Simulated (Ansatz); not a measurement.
The parent structure is AlSb in the zinc blende structure (space group F-43m, No. 216; a = 6.177 Å).

The values are results of r2SCAN/PAW in Ansatz (a quantum-chemistry and plane-wave program), no spin-orbit coupling, not measurements.

Before the change:

The band gap comes out as 1.51 eV. The pressure is 0.00 GPa and the hole mass is 0.11, 0.35, 0.35 mₑ (at Γ). The width of the top valence band is 2.77 eV.

Perturbation: every lattice vector is shortened by 1.22 %, atoms relaxed at fixed cell.

Question: How does this affect the band gap?

Answer: The band gap shrinks by 0.051 eV (1.51 eV → 1.45 eV).

Question: What happens to the pressure?

Answer: The pressure goes from zero to 2.23 GPa.

Question: Predict the new hole mass.

Answer: The hole mass (degenerate bands, along [100]) becomes 0.12, 0.34, 0.34 mₑ (at Γ) (base: 0.11, 0.35, 0.35 mₑ (at Γ)).

Question: What does the calculation give for the energy relative to the base after the change?

Answer: The energy increases by 7.2 meV/atom.

Question: What does the calculation give for the width of the top valence band after the change?

Answer: The width of the top valence band increases by 0.13 eV to 2.90 eV.

Spin-orbit coupling, missing from the scalar runs, can matter with Sb. The cells carry an imposed strain or load. Masses are band curvatures over ±0.01 Å⁻¹ around the edge. Stability against distortions was not tested.
